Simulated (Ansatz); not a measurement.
# PbTe: band gap under strain

How does strain move the band edges of PbTe in the rocksalt structure, and do the functionals agree on it? States: +2.0 % biaxial strain in the (111) plane, free along [111]; +3.0 % biaxial strain in the (111) plane, free along [111]; +4.0 % biaxial strain in the (111) plane, free along [111].

Program: Ansatz 0.2.0. PAW datasets, plane waves. (Simulation; spin polarisation is off.)

**1. The structure to begin with**

The unstrained cell was relaxed with r2SCAN; in each strained cell the atoms were relaxed again with r2SCAN. Names of k-points are those of the unstrained zone, where strain can split equivalent points. First state: +2.0 % biaxial strain in the (111) plane, free along [111].

It is trigonal, R-3m (No. 166); a = 4.714 Å, c = 11.087 Å in the conventional setting, 35.56 Å³ an atom. Near Pb stand 6 Te at 3.29 Å; near Te stand 6 Pb at 3.29 Å.

Structure file:

Space group R-3m:H (No. 166). a = 4.714 Å, b = 4.714 Å, c = 11.087 Å, α = 90.00°, β = 90.00°, γ = 120.00°
| atom | site | symmetry | x | y | z |
| --- | --- | --- | --- | --- | --- |
| Pb | 3a | -3m | 0.0000 | 0.0000 | 0.0000 |
| Te | 3b | -3m | 0.3333 | 0.6667 | 0.1667 |

From earlier runs on the unstrained cell: PBE 0.80 eV, r2SCAN 1.09 eV, HSE06 1.20 eV, r2SCAN+SOC 0.15 eV, G0W0 1.05 eV (on its mesh); a = 6.536 Å.

**2. +2.0 % biaxial strain in the (111) plane, free along [111]: PBE**

Contents of input.yaml:

```yaml
crystal:
  lattice:
    - [-0.0884232705, 3.2447703153, 3.2447703153]
    - [3.2447703153, -0.0884232705, 3.2447703153]
    - [3.2447703153, 3.2447703153, -0.0884232705]
  atoms:
    - { symbol: Pb, position: [0.0, 0.0, 0.0] }
    - { symbol: Te, position: [0.5, 0.5, 0.5] }
kpoints:
  mp_grid: { grid: [8, 8, 8] }
  band_path:
    path:
      - [0.0, 0.0, 0.0]
      - [0.5, 0.0, 0.5]
      - [0.625, 0.25, 0.625]
      - [0.375, 0.375, 0.75]
      - [0.5, 0.5, 0.5]
      - [0.5, 0.25, 0.75]
      - [0.0, 0.0, 0.5]
    npoints: 1
hamiltonian:
  xc: pbe
scf:
  occupations: { method: fermi_dirac, width: 0.02 }
  n_extra_bands: 4
output:
  forces: true
  stress: true
  eigenvalues: true
```

The run is started by

```
> ansatz run input.yaml --threads 2 --pin off --max-ram 18432MiB --backend cpu --events-out ev --progress --plain --runs-dir out
```

After this run come: +2.0 % biaxial strain in the (111) plane, free along [111]: r2SCAN; +2.0 % biaxial strain in the (111) plane, free along [111]: HSE06; +2.0 % biaxial strain in the (111) plane, free along [111]: r2SCAN+SOC; +2.0 % biaxial strain in the (111) plane, free along [111]: r2SCAN; +2.0 % biaxial strain in the (111) plane, free along [111]: G0W0@PBE; +3.0 % biaxial strain in the (111) plane, free along [111]: PBE; +3.0 % biaxial strain in the (111) plane, free along [111]: r2SCAN; +3.0 % biaxial strain in the (111) plane, free along [111]: HSE06; +3.0 % biaxial strain in the (111) plane, free along [111]: r2SCAN+SOC; +3.0 % biaxial strain in the (111) plane, free along [111]: r2SCAN; +3.0 % biaxial strain in the (111) plane, free along [111]: G0W0@PBE; +4.0 % biaxial strain in the (111) plane, free along [111]: PBE; +4.0 % biaxial strain in the (111) plane, free along [111]: r2SCAN; +4.0 % biaxial strain in the (111) plane, free along [111]: HSE06; +4.0 % biaxial strain in the (111) plane, free along [111]: r2SCAN+SOC; +4.0 % biaxial strain in the (111) plane, free along [111]: r2SCAN; +4.0 % biaxial strain in the (111) plane, free along [111]: G0W0@PBE.

What does the calculation give?

As calculated:

Least gap in eV (negative: overlap), with the change from the unstrained cell in brackets. G0W0 is on its own coarse mesh.

| state | volume change (%) | PBE | r2SCAN | HSE06 | G0W0 |
| --- | --- | --- | --- | --- | --- |
| +2.0 % biaxial strain in the (111) plane, free along [111] | +1.9 | 0.59 (-0.21) | 0.86 (-0.23) | 0.98 (-0.22) | 0.83 (-0.22) |
| +3.0 % biaxial strain in the (111) plane, free along [111] | +2.8 | 0.49 (-0.31) | 0.75 (-0.34) | 0.87 (-0.33) | 0.73 (-0.32) |
| +4.0 % biaxial strain in the (111) plane, free along [111] | +3.7 | 0.39 (-0.41) | 0.64 (-0.45) | 0.76 (-0.44) | 0.62 (-0.43) |

**Reading.** With HSE06, of the states in the table +4.0 % biaxial strain in the (111) plane, free along [111] shifts the gap most, by -0.442 eV. PBE and HSE06 differ by 0.40 eV on the unstrained gap, and by at most 0.03 eV on its change: the two disagree on the size of the gap but agree on its response to strain. Spin-orbit coupling is left out of the table, though the cell holds Pb (Z = 82); in an element this heavy it can shift bands and gaps by tenths of an eV. The G0W0 figures hold for the stated bands, cutoff and mesh and aren't extrapolated.
